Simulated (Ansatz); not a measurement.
**CdTe: relaxation (Ansatz)**

Input:

```yaml
crystal:
  lattice:
    - [0.0, 3.12695, 3.12695]
    - [3.12695, 0.0, 3.12695]
    - [3.12695, 3.12695, 0.0]
  atoms:
    - { symbol: Te, position: [0.25, 0.25, 0.25] }
    - { symbol: Cd, position: [0.0, 0.0, 0.0] }
  symmetry: { tolerance: 0.0003 }
kpoints:
  mp_grid: { grid: [7, 7, 7], shift: [0, 0, 0] }
magnetization:
  spin_polarized: false
scf:
  occupations: { method: cold, width: 0.0163 }
  lower_state_search: "off"
hamiltonian:
  pseudopotentials: { kind: paw }
  xc: pbesol
basis:
  ecutwfc: 420
  fft_grid_basis: typed
relax:
  max_steps: 60
  cell: { p_target: 0.0 }
  f_tol: 0.03
output:
  forces: true
  stress: true
  eigenvalues: true
  bader: true
  populations: true
  elf: true
  write_potential: true
  volumetric_format: npy
  dos:
    e_range: [-12, 8]
    de: 0.05
    projected: { site_lists: { Cd: [Cd], Te: [Te] } }
  write_density: true
checkpoint:
  read: saved_state
```

Run with:

```bash
ansatz run input.yaml --threads 2 --pin off --max-ram 3584MiB --backend cpu --events-out ev --progress --plain --runs-dir out
```

Origin of the cell: a database entry, scaled a little.

The saved state is a converged single point of the same cell.

Steps («new basis» is an SCF on plane waves selected anew at the same cell):

```tsv
step	ΔF (meV/atom)	max force component (eV/Å)	P (GPa)	volume (Å³)	SCF iterations	step was
1	0.0	0.000	5.98	61.15	5	accepted
2	-55.8	0.000	-1.12	70.37	6	accepted
3	-59.5	0.000	-0.23	68.73	4	accepted
4	-59.7	0.000	0.01	68.33	4	accepted
5	-60.2	0.000	0.00	68.33	7	new basis
```

Before:

Space group F-43m (No. 216); the run's cell has a = 4.422 Å, b = 4.422 Å, c = 4.422 Å, α = 60.00°, β = 60.00°, γ = 60.00°. Shortest distances: Cd–Te 2.71 Å.

After:

Space group F-43m (No. 216); the run's cell has a = 4.589 Å, b = 4.589 Å, c = 4.589 Å, α = 60.00°, β = 60.00°, γ = 60.00°. Shortest distances: Cd–Te 2.81 Å.

```
CELL_PARAMETERS angstrom
0.00000 3.24476 3.24476
3.24476 0.00000 3.24476
3.24476 3.24476 0.00000
ATOMIC_POSITIONS crystal
Te 0.25000 0.25000 0.25000
Cd 0.00000 0.00000 0.00000
```

* Free energy lowered by: 60.2 meV/atom
* Volume change: 11.73 %
* Final pressure: 0.00 GPa
* Relaxation steps listed: 5

Caveats: no spin-orbit coupling, though heavy elements are present; the relaxation held the start's symmetry, so the end may be a saddle point.

It ran for 15 s on 2 threads of Arm Neoverse V1 (shared host), peak memory 0.33 GiB, from a saved density.
